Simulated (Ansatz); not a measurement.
LaAlO$_{3}$ (cubic perovskite, space group No. 221) at seven volumes, DFT-PBE in the program Ansatz with PAW potentials, scaled uniformly. One row is withheld.

```tsv
V (Å³/atom)	P (GPa)
10.084	?
10.417	13.56
10.749	6.25
11.082	0.01
11.414	-5.31
11.747	-9.86
12.079	-13.75
```

**Question.** Fit the shown pressures and predict the withheld one.

**Answer.** P = (3/2)B₀(x^(7/2) − x^(5/2))[1 + (3/4)(B′ − 4)(x − 1)] with x = (V₀/V)^(2/3). Least squares on the six rows gives V₀ = 11.082 Å³/atom, B₀ = 192 GPa, B′ = 4.27. At V = 10.084, x = 1.0649 and P = 22.17 GPa. The run itself gave 22.13 GPa.

Space group Pm-3m (cubic perovskite). This is a known high-temperature phase of the composition, computed here at zero pressure and temperature. Symmetry was held in the PBE relaxation. At this level the phase is dynamically unstable (imaginary phonons). Spin–orbit coupling is left out wherever it is not named.

Potentials: the later of the program's two PAW sets.
